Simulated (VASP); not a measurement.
# Al in VASP: relaxation of the atoms with PBEsol

Aim: the relaxation of the atoms of Al with PBEsol.

Everything below comes from runs of VASP 6.6.1. Logs are shortened: lines on timing, memory, paths and dates and some standing lists are left out, and cuts for length are marked.

## Step 1: The structure

The cell holds a slab with vacuum, 9 atoms: a = 2.839 Å, b = 2.839 Å, c = 33.544 Å, α = 90.00°, β = 90.00°, γ = 60.00°.

The cell was built by a generator and needn't be a form met in nature.

## Step 2: Relaxation of the atoms, PBEsol

The input, INCAR:

```
ALGO     = Fast           # electronic algorithm
EDIFF    = 1E-6           # SCF threshold, eV
EDIFFG   = -0.02          # ionic threshold
ENCUT    = 520            # plane-wave cutoff, eV
GGA      = PS             # functional
IBRION   = 2              # ionic algorithm
ISIF     = 2              # what is computed and relaxed
ISMEAR   = 1              # smearing method
KPAR     = 8            
LASPH    = True           # aspherical terms in the spheres
LCHARG   = False          # write CHGCAR
LREAL    = False          # projectors in reciprocal space
LWAVE    = False          # write WAVECAR
NELM     = 80             # most SCF steps
NSW      = 40             # ionic steps
PREC     = Accurate       # precision mode
SIGMA    = 0.2            # smearing width, eV
```

The input, KPOINTS:

```
k-points
0
Gamma
  18 18 1
```

The input, POSCAR:

```
Al
1.0
    2.8390337265      0.0000000000      0.0000000000
    1.4195168632      2.4586753293      0.0000000000
    0.0000000000      0.0000000000     33.5444906464
Al
9
Direct
    0.3333333333      0.3333333333      0.2235836603
    0.6666666667      0.6666666667      0.2926877452
    0.0000000000      0.0000000000      0.3617918301
    0.3333333333      0.3333333333      0.4308959151
    0.6666666667      0.6666666667      0.5000000000
    0.0000000000      0.0000000000      0.5691040849
    0.3333333333      0.3333333333      0.6382081699
    0.6666666667      0.6666666667      0.7073122548
    0.0000000000      0.0000000000      0.7764163397
```

Potentials or basis: VASP PAW PBE potentials, release 64 (Al).

Started as:

```bash
$ cat potpaw_PBE.64/Al/POTCAR > POTCAR
$ mpirun -np 8 vasp_std > vasp.out
```

OUTCAR:

```text
EDIFF = 1E-6
   EDIFFG = -0.02
   ENCUT = 520
   GGA = PS
   IBRION = 2
   ISIF = 2
   ISMEAR = 1
   LASPH = True
   LREAL = False
   NELM = 80
   NSW = 40
   PREC = Accurate

 ion  position               nearest neighbor table
   1  0.333  0.333  0.224-   2 2.84   2 2.84   2 2.84
   2  0.667  0.667  0.293-   1 2.84   3 2.84   1 2.84   3 2.84   3 2.84   1 2.84
   3  0.000  0.000  0.362-   2 2.84   2 2.84   2 2.84   4 2.84   4 2.84   4 2.84
   4  0.333  0.333  0.431-   5 2.84   5 2.84   5 2.84   3 2.84   3 2.84   3 2.84
   5  0.667  0.667  0.500-   4 2.84   6 2.84   4 2.84   6 2.84   6 2.84   4 2.84
   6  0.000  0.000  0.569-   5 2.84   5 2.84   5 2.84   7 2.84   7 2.84   7 2.84
   7  0.333  0.333  0.638-   8 2.84   8 2.84   8 2.84   6 2.84   6 2.84   6 2.84
   8  0.667  0.667  0.707-   7 2.84   9 2.84   7 2.84   9 2.84   9 2.84   7 2.84
   9  0.000  0.000  0.776-   8 2.84   8 2.84   8 2.84

  LATTYP: Found a hexagonal cell.
 ALAT       =     2.8390337264
 C/A-ratio  =    11.8154604273

  Lattice vectors:

 A1 = (  -1.4195168632,  -2.4586753293,   0.0000000000)
 A2 = (   2.8390337265,   0.0000000000,   0.0000000000)
 A3 = (   0.0000000000,   0.0000000000,  33.5444906464)

Analysis of symmetry for initial positions (statically):
=====================================================================
 Subroutine PRICEL returns:
 Original cell was already a primitive cell.

 Routine SETGRP: Setting up the symmetry group for a
 hexagonal supercell.

 Subroutine GETGRP returns: Found 12 space group operations
 (whereof  6 operations were pure point group operations)
 out of a pool of 24 trial point group operations.

The static configuration has the point symmetry C_3v.
 The point group associated with its full space group is D_3d.

Analysis of symmetry for dynamics (positions and initial velocities):
=====================================================================
 Subroutine PRICEL returns:
 Original cell was already a primitive cell.

 Routine SETGRP: Setting up the symmetry group for a
 hexagonal supercell.

 Subroutine GETGRP returns: Found 12 space group operations
 (whereof  6 operations were pure point group operations)
 out of a pool of 24 trial point group operations.

The dynamic configuration has the point symmetry C_3v.
 The point group associated with its full space group is D_3d.

 Subroutine INISYM returns: Found 12 space group operations
 (whereof  6 operations are pure point group operations),
 and found     1 'primitive' translations

----------------------------------------------------------------------------------------

                                     Primitive cell

  volume of cell :     234.1493

  direct lattice vectors                    reciprocal lattice vectors
     2.839033726  0.000000000  0.000000000     0.352232519 -0.203361539  0.000000000
     1.419516863  2.458675329  0.000000000     0.000000000  0.406723079  0.000000000
     0.000000000  0.000000000 33.544490646     0.000000000  0.000000000  0.029811155

  length of vectors
     2.839033726  2.839033726 33.544490646     0.406723079  0.406723079  0.029811155

  position of ions in fractional coordinates (direct lattice)
     0.333333333  0.333333333  0.223583660
     0.666666667  0.666666667  0.292687745
     0.000000000  0.000000000  0.361791830
     0.333333333  0.333333333  0.430895915
     0.666666667  0.666666667  0.500000000
     0.000000000  0.000000000  0.569104085
     0.333333333  0.333333333  0.638208170
     0.666666667  0.666666667  0.707312255
     0.000000000  0.000000000  0.776416340

  ion indices of the primitive-cell ions
   primitive index   ion index
                 1           1
                 2           2
                 3           3
                 4           4
                 5           5
                 6           6
                 7           7
                 8           8
                 9           9

----------------------------------------------------------------------------------------

 KPOINTS: k-points

Automatic generation of k-mesh.
 Grid dimensions read from file:
 generate k-points for:   18   18    1

 Generating k-lattice:

  Cartesian coordinates                     Fractional coordinates (reciprocal lattice)
     0.019568473 -0.011297863  0.000000000     0.055555556  0.000000000  0.000000000
     0.000000000  0.022595727  0.000000000     0.000000000  0.055555556  0.000000000
     0.000000000  0.000000000  0.029811155     0.000000000  0.000000000  1.000000000

  Length of vectors
     0.022595727  0.022595727  0.029811155

  Shift w.r.t. Gamma in fractional coordinates (k-lattice)
     0.000000000  0.000000000  0.000000000

 Subroutine IBZKPT returns following result:
 ===========================================

 Found     37 irreducible k-points:

 Following reciprocal coordinates:
            Coordinates               Weight
  0.000000  0.000000  0.000000      1.000000
  0.055556 -0.000000  0.000000      6.000000
  0.111111 -0.000000  0.000000      6.000000
  0.166667 -0.000000  0.000000      6.000000
  0.222222 -0.000000  0.000000      6.000000
  0.277778 -0.000000  0.000000      6.000000
[... 16 lines left out ...]
  0.444444  0.111111  0.000000     12.000000
  0.500000  0.111111  0.000000     12.000000
 [... further k-points ...]
   k-points           NKPTS =     37   k-points in BZ     NKDIM =     37   number of bands    NBANDS=     18
   number of dos      NEDOS =    301   number of ions     NIONS =      9
   total plane-waves  NPLWV = 144000
   dimension x,y,z NGX =    24 NGY =   24 NGZ =  250
   dimension x,y,z NGXF=    48 NGYF=   48 NGZF=  500
   ions per type =               9
   NGX,Y,Z   is equivalent  to a cutoff of  14.05, 14.05, 12.39 a.u.
   NGXF,Y,Z  is equivalent  to a cutoff of  28.11, 28.11, 24.78 a.u.
 SYSTEM =  unknown system
   PREC   = accura    normal or accurate (medium, high low for compatibility)
   ISTART =      0    job   : 0-new  1-cont  2-samecut
   ICHARG =      2    charge: 1-file 2-atom 10-const
   ISPIN  =      1    spin polarized calculation?
   LNONCOLLINEAR =      F non collinear calculations
   LSORBIT =      F    spin-orbit coupling
   LASPH  =      T    aspherical Exc in radial PAW
   ENCUT  =  520.0 eV  38.22 Ry    6.18 a.u.   5.28  5.28 62.37*2*pi/ulx,y,z
   NELM   =     80;   NELMIN=  2; NELMDL= -5     # of ELM steps
   EDIFF  = 0.1E-05   stopping-criterion for ELM
   LREAL  =      F    real-space projection
   EDIFFG = -.2E-01   stopping-criterion for IOM
   NSW    =     40    number of steps for IOM
   IBRION =      2    ionic relax: 0-MD 1-quasi-New 2-CG
   NFREE  =      1    steps in history (QN), initial steepest desc. (CG)
   ISIF   =      2    stress and relaxation
   ISYM   =      2    0-nonsym 1-usesym 2-fastsym
   POTIM  = 0.5000    time-step for ionic-motion
   TEBEG  =    0.0;   TEEND  =   0.0 temperature during run
   PSTRESS=    0.0 pullay stress
   NELECT =      27.0000    total number of electrons
   NUPDOWN=      -1.0000    fix difference up-down
   EMIN   =  10.00;   EMAX   =-10.00  energy-range for DOS
   EFERMI =   0.00;   METHOD = LEGACY
   ISMEAR =     1;   SIGMA  =   0.20  broadening in eV -4-tet -1-fermi 0-gaus
   EFERMI_NEDOS =   21; number of points for ismear=-14 and -15
   IALGO  =     68    algorithm
   IMIX   =      4    mixing-type and parameters
     AMIX     =   0.40;   BMIX     =  1.00
     AMIX_MAG =   1.60;   BMIX_MAG =  1.00
  volume/ion in A,a.u.               =      26.02       175.57
  Fermi-wavevector in a.u.,A,eV,Ry     =   0.796829  1.505788  8.638834  0.634936
  Thomas-Fermi vector in A             =   1.903428
   LORBIT       =      0    0 simple, 1 ext, 2 COOP (PROOUT), +10 PAW based schemes
   GGA     = PS    functional components
   LHFCALC =     F    Hartree Fock is set to
   AEXX    =    0.0000 exact exchange contribution
   IVDW    =     0    specifies the selected vdW correction
   LEPSILON=     F    determine dielectric tensor
   LRPA    =     F    only Hartree local field effects (RPA)
 conjugate gradient relaxation of ions
 non-spin polarized calculation
 RMM-DIIS sequential band-by-band and
 Methfessel and Paxton  Order N= 1 SIGMA  =   0.20
  energy-cutoff  :      520.00
  volume of cell :      234.15
 maximum number of plane-waves:      6347
 NGX is ok and might be reduce to    24
   NGX = 11   NGY = 11   NGZ =125

--------------------------------------- Ionic step        1  -------------------------------------------

 number of electron      27.0000000 magnetization

 Free energy of the ion-electron system (eV)
  ---------------------------------------------------
  ext. energy  EPLUGINS =         0.00000000
  ---------------------------------------------------
  free energy    TOTEN  =       -36.00310455 eV

  energy without entropy =      -36.00628947  energy(sigma->0) =      -36.00416619

------------------------ aborting loop because EDIFF is reached ----------------------------------------

  FORCE on cell =-STRESS in cart. coord.  units (eV):
  Direction    XX          YY          ZZ          XY          YZ          ZX
  --------------------------------------------------------------------------------------
  -------------------------------------------------------------------------------------
  Total       -1.2086314     -1.2086314      0.2320174      0.0000000      0.0000000      0.0000000
  in kB       -8.2701147     -8.2701147      1.5875894      0.0000000      0.0000000      0.0000000
  external PRESSURE =      -4.9842133 kB  Pullay stress =       0.0000000 kB
[... 114 lines left out ...]
  energy  without entropy=      -36.0075386786  energy(sigma->0) =      -36.00556207

--------------------------------------- Ionic step        4  -------------------------------------------

 number of electron      27.0000000 magnetization

 Free energy of the ion-electron system (eV)
  ---------------------------------------------------
  ext. energy  EPLUGINS =         0.00000000
  ---------------------------------------------------
  free energy    TOTEN  =       -36.00465469 eV

  energy without entropy =      -36.00768027  energy(sigma->0) =      -36.00566322

 E-fermi :   3.5348     XC(G=0):  -6.9742

 val. band max:        3.5281541199   @ k =  -0.4444   0.2222   0.0000
 cond. band min:       3.5527900670   @ k =   0.5000   0.1667   0.0000
 fundamental gap:      0.0246359471
 Fermi energy:         3.5347885977

 k-point     1 :       0.0000    0.0000    0.0000
  band No.  band energies     occupation
      1      -7.6186      2.00000
      2      -7.3864      2.00000
      3      -6.9937      2.00000
      4      -6.4388      2.00000
      5      -5.7635      2.00000
      6      -4.9615      2.00000
[... 10 lines left out ...]
     17       7.7655      0.00000
     18       9.1529      0.00000
[... 466 lines left out ...]
      2      -2.4271      2.00000
      3      -2.0489      2.00000
      4      -1.5155      2.00000
      5      -0.8731      2.00000
      6      -0.1715      2.00000
[... 10 lines left out ...]
     17       4.2615     -0.00000
     18       4.5193     -0.00000

 [... further k-points ...]

------------------------ aborting loop because EDIFF is reached ----------------------------------------

  FORCE on cell =-STRESS in cart. coord.  units (eV):
  Direction    XX          YY          ZZ          XY          YZ          ZX
  --------------------------------------------------------------------------------------
  -------------------------------------------------------------------------------------
  Total       -1.2232207     -1.2232207      0.1227483      0.0000000      0.0000000      0.0000000
  in kB       -8.3699424     -8.3699424      0.8399105      0.0000000      0.0000000      0.0000000
  external PRESSURE =      -5.2999915 kB  Pullay stress =       0.0000000 kB
[... 24 lines left out ...]
  FREE ENERGIE OF THE ION-ELECTRON SYSTEM (eV)
  ---------------------------------------------------
  free  energy   TOTEN  =       -36.0046546909 eV

  energy  without entropy=      -36.0076802729  energy(sigma->0) =      -36.00566322

 reached required accuracy - stopping structural energy minimisation
```

Wall time 1.7 min (8 MPI ranks of Intel Xeon Platinum 8488C (Sapphire Rapids), shared host); peak memory 0.45 GiB.

What came out:

| Item | Value |
| --- | --- |
| Free energy | -36.0047 eV |
| Energy gained by relaxing | 0.2 meV/atom |
| Ionic steps | 4 |
| Largest force after relaxing | 0.017 eV/Å |

Forces on the atoms (eV/Å):
```
Al   0.000  0.000 -0.013
Al   0.000  0.000 -0.001
Al   0.000  0.000  0.017
Al   0.000  0.000 -0.005
Al   0.000  0.000  0.000
Al   0.000  0.000  0.005
Al   0.000  0.000 -0.017
Al   0.000  0.000  0.001
Al   0.000  0.000  0.013
```

Step by step:
```
step  energy change (eV)  largest force (eV/Å)  pressure (GPa)
   1              0.0000                0.0895           -0.50
   2             -0.0011                0.0503           -0.51
   3             -0.0015                0.0299           -0.54
   4             -0.0016                0.0165           -0.53
```

Final structure:
```xyz
9
Lattice="2.8390 0.0000 0.0000 1.4195 2.4587 0.0000 0.0000 0.0000 33.5445" Properties=species:S:1:pos:R:3 pbc="T T T"
Al    1.4195    0.8196    7.4931
Al    2.8390    1.6391    9.8278
Al    0.0000    0.0000   12.1313
Al    1.4195    0.8196   14.4563
Al    2.8390    1.6391   16.7722
Al    0.0000    0.0000   19.0882
Al    1.4195    0.8196   21.4132
Al    2.8390    1.6391   23.7167
Al    0.0000    0.0000   26.0513
```

Caveat: the bands computed are all filled at some k points, so no gap is given; the PAW data sets were made with another functional, which shifts forces and pressure a little.
